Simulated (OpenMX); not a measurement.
## Si2W under changes of volume

One of the cells (13.479 Å³/atom); the others are scaled copies at fixed shape and fractional positions:

```
W Si
1.0
    -1.60690    1.60690    3.91495
     1.60690   -1.60690    3.91495
     1.60690    1.60690   -3.91495
W Si
1 2
Direct
  0.00000 0.00000 0.00000
  0.66530 0.66530 0.00000
  0.33470 0.33470 0.00000
```

* Program: OpenMX 3.8.5
* Functional: PBE
* Potentials or basis: OpenMX 2013 PBE set, W7.0-s3p2d2, Si7.0-s2p1d1, fixed grid of 36 × 36 × 27 points
* k mesh: 13 × 13 × 13
* Occupations: fermi-dirac, width 0.05 eV
* Spin: no spin polarisation

```tsv
volume (Å³/atom)	energy over the lowest point (meV/atom)	largest force (eV/Å)
12.670	90.49	0.320
12.939	53.95	0.257
13.209	?	?
13.479	10.40	0.139
13.748	1.51	0.086
14.018	0.00	0.040
14.287	5.18	0.032
```

Task: What does the run at 13.209 Å³/atom give?

Result: Energy over the lowest point 27.59 meV/atom; largest force 0.197 eV/Å.

Worked out: A Birch-Murnaghan fit of order 3 (a polynomial in V^(-2/3)) to the other rows has its minimum at 13.94 Å³/atom with B0 = V·E''(V) = 211 GPa and B' = 4.5 at fixed shape and positions, which overstates the stiffness. It gives 27.56 meV/atom at 13.209 Å³/atom, against the run's 27.59.

Energies are extrapolated to zero smearing.

Caveats: the basis of atomic orbitals isn't converged, which shifts pressures, moduli and gaps.
